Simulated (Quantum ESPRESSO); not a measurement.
## SiC (Moissanite 3C): single point with PBEsol

**Experimental background.**

From “Insight into the structural, elastic and electronic properties of a new orthorhombic 6O-SiC polytype”, 2020, pmc:7200658, for a bulk crystal of SiC: band gap 2.4 eV (indirect).

The system is SiC (Moissanite 3C).

```xyz
2
Lattice="0.0000 2.1790 2.1790 2.1790 0.0000 2.1790 2.1790 2.1790 0.0000" Properties=species:S:1:pos:R:3 pbc="T T T"
Si    0.0000    0.0000    0.0000
C     3.2685    3.2685    3.2685
```

```yaml
Program: Quantum ESPRESSO 7.5
Task: single point
Functional: PBEsol
Potentials_or_basis: PseudoDojo 0.4.1 SR PBEsol standard
Cutoff: 1116 eV
Density_cutoff: 4463 eV
k_mesh: 12 × 12 × 12
Occupations: fixed
Spin: no spin polarisation
k_mesh_of_the_self-consistent_run: 12 × 12 × 12
```

- Band gap on the k mesh, mean-field level: 1.24 eV, indirect (least direct gap 4.46 eV)

Levels at points of the mesh, in eV from the valence-band top:
```csv
k point,band 1,band 2,band 3,band 4,band 5,band 6,band 7,band 8,band 9
"(0.00, 0.00, 0.00)",-15.43,0.00,0.00,0.00,6.17,7.24,7.24,7.24,14.47
"(0.00, 0.00, -0.50)",-11.83,-8.61,-1.06,-1.06,5.36,7.14,7.14,9.92,16.00
"(0.00, -0.50, -0.50)",-10.37,-7.84,-3.22,-3.22,1.24,4.20,13.92,13.92,14.67
```

Wall time 46 s on 1 thread of Arm Neoverse V2, on a shared host, peak memory 0.05 GiB.

A measured gap of SiC is 2.4 eV (indirect; quoted in “Insight into the structural, elastic and electronic properties of a new orthorhombic 6O-SiC polytype”, 2020, pmc:7200658); the calculated 1.24 eV misses it by -1.16 eV. The value is that of PBEsol on a finite k mesh, which can miss the band edges, without temperature or zero-point motion. Semilocal functionals fall short of measured gaps as a rule.
